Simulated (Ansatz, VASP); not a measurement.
**One calculation of Ga, two programs**

```xyz
1
Lattice="2.6936 0.0000 0.0000 -0.6154 2.6808 0.0000 -0.4027 -0.6944 2.7004" Properties=species:S:1:pos:R:3 pbc="T T T"
Ga    1.3468    0.0000    0.0000
```

Alike in both runs: task relaxation of cell and atoms; functional PBE; k mesh 6 × 6 × 6; occupations gaussian, width 0.1 eV; no spin polarisation.

|  | VASP | Ansatz |
| --- | --- | --- |
| version | VASP 6.6.1 | Ansatz 0.2.0 |
| potentials or method | VASP PAW PBE potentials, release 64 (Ga_d) | scalar-relativistic, plane waves, PAW |
| plane-wave cutoff (eV) | 600 | 420 |
| valence electrons in the cell | 13 | 13 |

```csv
,VASP,Ansatz,Ansatz less VASP
"gap on the k mesh at the Fermi level, each at its own relaxed structure (eV)",none,none,-
relaxed volume (Å³/atom),19.77,19.08,-0.692
relaxed cell length with the largest relative difference (Å),2.811,2.914,+0.1031
energy change over the relaxation (meV/atom),-12,-52,-40.0
```

A gap of «none» marks a metal or a gap that the smearing closes. One of these differences is far larger than is usual between the two programs; its cause wasn't traced.

Caveats: the k mesh is coarse (spacing up to 0.41 Å⁻¹), so the values aren't converged.
